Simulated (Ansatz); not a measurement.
Three zincblende compounds, relaxed with r2SCAN in Ansatz. (Simulation; spin polarisation is off.)

```json
{"compound": "GaAs", "a (Å)": "5.666"}
{"compound": "GaP", "a (Å)": "5.451"}
{"compound": "AlP", "a (Å)": "5.479"}
```

Task: What is the misfit strain of a coherent GaAs film on AlP?

Result: ε∥ = (a_sub − a_film)/a_film = (5.479 − 5.666)/5.666 = -3.30 %: the film is in compression in the plane. At this size it stays coherent only while very thin.

Task: By Vegard's law, which share x of GaP in (GaAs)₁₋ₓ(GaP)ₓ matches the substrate?

Result: (1 − x) × 5.666 + x × 5.451 = 5.479 gives x = (5.479 − 5.666)/(5.451 − 5.666) = 0.870.
